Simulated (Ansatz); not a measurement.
Given:

CaF2 (fluorite)

```
CaF2
1.0
    0.00000     5.51101     5.51101
    2.75551     2.75551     5.51101
    2.75551     2.75551     0.00000
Ca F
2 4
Direct
  0.00000   0.00000   0.00000
  0.50000   0.00000   0.00000
  0.00000   0.25000   0.25000
  0.50000   0.25000   0.25000
  0.00000   0.75000   0.75000
  0.50000   0.75000   0.75000
```

The atoms are displaced by Q × the pattern below (from a DFPT mode at X = (0.5, 0.5, 0.0), largest move 1; Q in Å), at fixed cell. It is one choice among 2 degenerate patterns. (q is in reciprocal vectors of the primitive cell; the cell shown is doubled to hold the pattern.)

```json
[
 {"atom": "Ca1", "x": "-0.147", "y": "0.000", "z": "0.000"},
 {"atom": "Ca2", "x": "0.147", "y": "0.000", "z": "0.000"},
 {"atom": "F3", "x": "0.000", "y": "1.000", "z": "0.000"},
 {"atom": "F4", "x": "0.000", "y": "-1.000", "z": "0.000"},
 {"atom": "F5", "x": "0.000", "y": "1.000", "z": "0.000"},
 {"atom": "F6", "x": "0.000", "y": "-1.000", "z": "0.000"}
]
```

Method: PBE (plane waves to 420 eV, PAW, scalar-relativistic; Ansatz, a quantum-chemistry and plane-wave program). k mesh 10×10×10 (Γ-centred), Fermi-Dirac smearing 0.05 eV. Energies are smeared free energies. CaF2 was relaxed with its symmetry unable to fall. The PAW data are Ansatz's earlier set. The zero of ΔE is the undisplaced structure.

The scan covers Q from -0.180 to 0.180 Å in 13 points.

**Question.** Which space group does the distorted structure have?

**Answer.** Cmcm (No. 63), lowered from Fm-3m.

**Question.** Is this a single well or a double well?

**Answer.** A single well with its minimum at or next to zero displacement.

**Question.** What is the energy change at Q = 0.180 Å?

**Answer.** 492 meV/cell.

**Question.** What harmonic wavenumber does the curvature at Q = 0 give?

**Answer.** 315 cm⁻¹.

(A displaced cell: forces are minus the slopes of the energy, force constants its curvatures, and phonons follow from these.)
